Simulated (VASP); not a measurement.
# Cs2SnI6 (Fm-3m) in VASP: notebook

Aim: see how the results for Cs2SnI6 move with the level of theory and the settings. Levels: PBE, PBEsol. Tasks: phonons.

Everything below comes from runs of VASP 6.6.1. Logs are shortened: lines on timing, memory, paths and dates and some standing lists are left out, and cuts for length are marked.

## 1. The crystal as given

It takes space group Fm-3m (No. 225, cubic). Conventional cell: a = 12.043 Å, b = 12.043 Å, c = 12.043 Å, α = 90.00°, β = 90.00°, γ = 90.00°. Cs (site symmetry -43m) has 12 I at 4.26 Å as nearest neighbours. Sn (site symmetry m-3m) is surrounded by 6 I at 2.91 Å. I (site symmetry 4mm) has 1 Sn at 2.91 Å as nearest neighbours.

## 2. Phonons, PBE

The input, POSCAR:

```
Cs2SnI6
1.0
   -0.0000000000      6.0217069388      6.0217069388
    6.0217069388     -0.0000000000      6.0217069388
    6.0217069388      6.0217069388     -0.0000000000
  Cs              Sn              I
     2     1     6
Direct
     0.2500000000000000    0.2500000000000000    0.2500000000000000
     0.7500000000000000    0.7500000000000000    0.7500000000000000
     0.0000000000000000    1.0000000000000000    0.0000000000000000
     0.7583005257365188    0.2416994742634811    0.2416994742634811
     0.2416994742634811    0.7583005257365188    0.2416994742634811
     0.2416994742634811    0.7583005257365188    0.7583005257365188
     0.7583005257365188    0.2416994742634811    0.7583005257365188
     0.2416994742634811    0.2416994742634811    0.7583005257365188
     0.7583005257365188    0.7583005257365188    0.2416994742634811
```

The input, INCAR.step1:

```
SYSTEM = Cs2SnI6
  PREC = Accurate
  ENCUT = 600
  EDIFF = 1E-8
  ISMEAR = 0
  SIGMA = 0.03
  LREAL = .False.
  LASPH = .True.
  NELM = 80
  ALGO = Normal
  ISIF = 3
  LWAVE = .False.
  LCHARG = .False.
  GGA = PE
  KPAR = 2
  IBRION = 2
  NSW = 40
  EDIFFG = -0.002
```

The input, INCAR.step2:

```
SYSTEM = Cs2SnI6
  PREC = Accurate
  ENCUT = 600
  EDIFF = 1E-8
  ISMEAR = 0
  SIGMA = 0.03
  LREAL = .False.
  LASPH = .True.
  NELM = 80
  ALGO = Normal
  ISIF = 2
  LWAVE = .False.
  LCHARG = .False.
  GGA = PE
  KPAR = 2
  IBRION = 6
  NFREE = 2
  POTIM = 0.015
  NSW = 1
```

The input, KPOINTS:

```
Automatic mesh
0
Gamma
  6 6 6
  0 0 0
```

Potentials or basis: VASP PAW PBE potentials, release 64 (Cs_sv, Sn_d, I).

On the command line:

```sh
> cat potpaw_PBE.64/Cs_sv/POTCAR potpaw_PBE.64/Sn_d/POTCAR potpaw_PBE.64/I/POTCAR > POTCAR
> cp INCAR.step1 INCAR
> mpirun -np 2 vasp_std > vasp.out
> cp CONTCAR POSCAR
> cp INCAR.step2 INCAR
> mpirun -np 2 vasp_std > vasp.out
```

OUTCAR:

```text
SYSTEM = Cs2SnI6
   PREC = Accurate
   ENCUT = 600
   EDIFF = 1E-8
   ISMEAR = 0
   LREAL = .False.
   LASPH = .True.
   NELM = 80
   ISIF = 2
   GGA = PE
   IBRION = 6
   NFREE = 2
   POTIM = 0.015
   NSW = 1

 ion  position               nearest neighbor table
   1  0.250  0.250  0.250-
   2  0.750  0.750  0.750-
   3  0.000  0.000  0.000-   4 2.91   5 2.91   6 2.91   7 2.91   8 2.91   9 2.91
   4  0.758  0.242  0.242-   3 2.91
   5  0.242  0.758  0.242-   3 2.91
   6  0.242  0.758  0.758-   3 2.91
   7  0.758  0.242  0.758-   3 2.91
   8  0.242  0.242  0.758-   3 2.91
   9  0.758  0.758  0.242-   3 2.91

  LATTYP: Found a face centered cubic cell.
 ALAT       =    12.0434138776

  Lattice vectors:

 A1 = (   0.0000000000,   6.0217069388,   6.0217069388)
 A2 = (   6.0217069388,   0.0000000000,   6.0217069388)
 A3 = (   6.0217069388,   6.0217069388,   0.0000000000)

Analysis of symmetry for initial positions (statically):
=====================================================================
 Subroutine PRICEL returns:
 Original cell was already a primitive cell.

 Routine SETGRP: Setting up the symmetry group for a
 face centered cubic supercell.

 Subroutine GETGRP returns: Found 48 space group operations
 (whereof 48 operations were pure point group operations)
 out of a pool of 48 trial point group operations.

The static configuration has the point symmetry O_h .

Analysis of symmetry for dynamics (positions and initial velocities):
=====================================================================
 Subroutine PRICEL returns:
 Original cell was already a primitive cell.

 Routine SETGRP: Setting up the symmetry group for a
 face centered cubic supercell.
[... 168 lines left out ...]
  -------------------------------------------------------------------------------------
  Total        0.0075789      0.0075789      0.0075789      0.0000000      0.0000000      0.0000000
  in kB        0.0278052      0.0278052      0.0278052      0.0000000      0.0000000      0.0000000
  external PRESSURE =       0.0278052 kB  Pullay stress =       0.0000000 kB
[... 331 lines left out ...]
--------------------------------------- Ionic step        9  -------------------------------------------

 number of electron      74.0000001 magnetization

 Free energy of the ion-electron system (eV)
  ---------------------------------------------------
  ext. energy  EPLUGINS =         0.00000000
  ---------------------------------------------------
  free energy    TOTEN  =       -22.98271858 eV

  energy without entropy =      -22.98271858  energy(sigma->0) =      -22.98271858

 E-fermi :   1.2359     XC(G=0):  -7.4868

 val. band max:        1.0936188391   @ k =   0.0000   0.0000   0.0000
 cond. band min:       1.3557339691   @ k =   0.0000   0.0000   0.0000
 fundamental gap:      0.2621151300
 Fermi energy:         1.2358602310

 k-point     1 :       0.0000    0.0000    0.0000
  band No.  band energies     occupation
      1     -20.2564      2.00000
      2     -20.2564      2.00000
      3     -20.2146      2.00000
      4     -20.2144      2.00000
      5     -20.2143      2.00000
      6     -19.4007      2.00000
[... 1117 lines left out ...]
     43       6.3049      0.00000
     44       6.3604      0.00000

 [... further k-points ...]

------------------------ aborting loop because EDIFF is reached ----------------------------------------

  FORCE on cell =-STRESS in cart. coord.  units (eV):
  Direction    XX          YY          ZZ          XY          YZ          ZX
  --------------------------------------------------------------------------------------
  -------------------------------------------------------------------------------------
  Total        0.0076601      0.0078244      0.0076770      0.0334650      0.0000000      0.0000000
  in kB        0.0281032      0.0287060      0.0281654      0.1227757      0.0000000      0.0000000
  external PRESSURE =       0.0283248 kB  Pullay stress =       0.0000000 kB
[... 24 lines left out ...]
  FREE ENERGIE OF THE ION-ELECTRON SYSTEM (eV)
  ---------------------------------------------------
  free  energy   TOTEN  =       -22.9827185822 eV

  energy  without entropy=      -22.9827185822  energy(sigma->0) =      -22.98271858

 INTERNAL STRAIN TENSORS FROM DISPLACED ATOMS
 ============================================

 INTERNAL STRAIN TENSOR FOR ION    1 for displacements in x,y,z  (eV/Angst):
          X           Y           Z          XY          YZ          ZX
  --------------------------------------------------------------------------------
  x     0.00000    -0.00000    -0.00000     0.00000     0.03605     0.00000
  y     0.00000     0.00000     0.00000     0.00000     0.00000     0.03605
  z     0.00000     0.00000     0.00000     0.03605     0.00000     0.00000

 INTERNAL STRAIN TENSOR FOR ION    9 for displacements in x,y,z  (eV/Angst):
          X           Y           Z          XY          YZ          ZX
  --------------------------------------------------------------------------------
  x     0.00000     0.00000     0.00000     0.00000     0.00000     2.23174
  y     0.00000     0.00000     0.00000     0.00000     2.23174     0.00000
  z     2.13636     2.13636    10.82396     0.00000    -0.00000     0.00000

 Eigenvectors and eigenvalues of the dynamical matrix
   1 f  =    4.486875 THz    28.191868 2PiTHz  149.666043 cm-1    18.556216 meV
   2 f  =    4.486875 THz    28.191868 2PiTHz  149.666043 cm-1    18.556216 meV
   3 f  =    4.486875 THz    28.191868 2PiTHz  149.666043 cm-1    18.556216 meV
   4 f  =    3.395176 THz    21.332522 2PiTHz  113.250895 cm-1    14.041315 meV
   5 f  =    2.609596 THz    16.396577 2PiTHz   87.046763 cm-1    10.792418 meV
   6 f  =    2.609596 THz    16.396577 2PiTHz   87.046763 cm-1    10.792418 meV
[... 13 lines left out ...]
  20 f  =    0.837113 THz     5.259739 2PiTHz   27.923100 cm-1     3.462022 meV
  21 f  =    0.837113 THz     5.259739 2PiTHz   27.923100 cm-1     3.462022 meV
  22 f/i=    0.002564 THz     0.016110 2PiTHz    0.085527 cm-1     0.010604 meV
  23 f/i=    0.002564 THz     0.016110 2PiTHz    0.085527 cm-1     0.010604 meV
  24 f/i=    0.002564 THz     0.016110 2PiTHz    0.085527 cm-1     0.010604 meV
  25 f/i=    0.106313 THz     0.667982 2PiTHz    3.546208 cm-1     0.439674 meV
  26 f/i=    0.106313 THz     0.667982 2PiTHz    3.546208 cm-1     0.439674 meV
  27 f/i=    0.106313 THz     0.667982 2PiTHz    3.546208 cm-1     0.439674 meV

 ELASTIC MODULI CONTR FROM IONIC RELAXATION (kBar)
 Direction    XX          YY          ZZ          XY          YZ          ZX
 --------------------------------------------------------------------------------
 XX        -197.5406    -40.9264    -40.9264      0.0000     -0.0000      0.0000
 YY         -40.9264   -197.5406    -40.9264      0.0000      0.0000     -0.0000
 ZZ         -40.9264    -40.9264   -197.5406      0.0000      0.0000      0.0000
 XY           0.0000      0.0000      0.0000    -39.2716     -0.0000     -0.0000
 YZ          -0.0000      0.0000      0.0000     -0.0000    -39.2716     -0.0000
 ZX           0.0000     -0.0000      0.0000     -0.0000     -0.0000    -39.2716
 --------------------------------------------------------------------------------
```

OUTCAR.step1:

```text
SYSTEM = Cs2SnI6
   PREC = Accurate
   ENCUT = 600
   EDIFF = 1E-8
   ISMEAR = 0
   LREAL = .False.
   LASPH = .True.
[... 996 lines left out ...]
      6.02171      6.02171      2.91089        -0.000000     -0.000000      0.000154
      6.02171      6.02171      9.13253        -0.000000     -0.000000     -0.000154
 -----------------------------------------------------------------------------------
    total drift:                                0.000000     -0.000000     -0.000000

  FREE ENERGIE OF THE ION-ELECTRON SYSTEM (eV)
  ---------------------------------------------------
  free  energy   TOTEN  =       -22.9828305827 eV

  energy  without entropy=      -22.9828305827  energy(sigma->0) =      -22.98283058

 reached required accuracy - stopping structural energy minimisation
```

Run time: 45 min. Hardware: 2 MPI ranks of Intel Xeon 6975P-C (Granite Rapids), shared host; peak memory 2.1 GiB.

Results:

```yaml
Highest_phonon_frequency_at_Γ_LO-TO_splitting_left_out: 150 cm⁻¹
```

Phonon frequencies in cm⁻¹ (negative: imaginary):
| q point | frequencies |
| --- | --- |
| (0.000, 0.000, 0.000) | -4 -4 -4 0 0 0 28 28 28 29 29 29 43 43 43 64 64 64 74 74 74 87 87 113 150 150 150 |

The run has no spin-orbit coupling, so splittings on Cs, I are missing.

(Continued in part 2 of 2.)
